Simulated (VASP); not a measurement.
Write the native input for VASP 6.6.1 that does the following.

| Quantity | Value |
| --- | --- |
| Task | single point |
| Functional | LDA |
| Potentials or basis | VASP PAW LDA potentials, release 64 (O, H, C) |
| Cutoff | 520 eV |
| k mesh | 1 × 1 × 1 |
| Occupations | fermi-dirac, width 0.02 eV |
| Spin | no spin polarisation |
| Dipole correction | no |
| Further INCAR settings | LREAL = Auto; ALGO = Normal; EDIFF = 1e-07; NBANDS = 39 |

The structure of H10CO6 lies in POSCAR:

```
H10CO6
1.0
    6.1962860000      0.0000000000      0.0000000000
    0.0000000000      6.1962860000      0.0000000000
    0.0000000000      0.0000000000      6.1962860000
O H C
6 10 1
Direct
    0.4394083811     -0.0088278688      1.0850047916
    0.8166343516      0.5176487980      0.5315280799
    0.7374740288      0.3155277210      0.9591552101
    0.2895766916      0.2991308019      0.4513832964
    0.2165813521      0.6989670909      0.8806727127
    0.3552612000      0.8503642343      0.5662424233
    0.6058467927      0.0122492732      1.0881356994
    0.3898787112      0.0801286448      0.9790865044
    0.7034859269      0.6209364771      0.4931986677
    0.7275487284      0.3844722468      0.5024622814
    0.7619241591      0.4162977629      0.8488956126
    0.8728131658      0.2688061849      1.0242587253
    0.3962373590      0.2170332357      0.3667519543
    0.2217134587      0.2151611465      0.5711647267
    0.2970489096      0.8087263887      0.9504241734
    0.1093396916      0.6231636177      0.5726979032
    0.2314450947      0.7132175629      0.6668672169
```

The cell was built by a generator and needn't be a form met in nature.

These files were run (other wordings do the same):

INCAR

```
SYSTEM = H10CO6
ALGO = Normal ; EDIFF = 1E-7
ENCUT = 520 ; GGA = CA
ISIF = 2 ; ISMEAR = -1
LASPH = .TRUE. ; LCHARG = .FALSE.
LREAL = Auto ; LWAVE = .FALSE.
NBANDS = 39 ; NELM = 80
PREC = Accurate ; SIGMA = 0.02
```

KPOINTS

```
k-points
0
G
  1 1 1
  0 0 0
```

Potentials or basis: VASP PAW LDA potentials, release 64 (O, H, C).

The run is started by

```bash
$ cat potpaw_LDA.64/O/POTCAR potpaw_LDA.64/H/POTCAR potpaw_LDA.64/C/POTCAR > POTCAR
$ mpirun -np 1 vasp_gam > vasp.out
```

It gave:

| Quantity | Value |
| --- | --- |
| Pressure | -1.3 GPa |
| Largest force | 5.181 eV/Å |
| Band gap on the k mesh | 3.50 eV, direct |

It took 17 s on 1 thread of AMD EPYC 7R13 Processor (Zen 3), with other jobs on the host, peak memory 0.2 GiB.
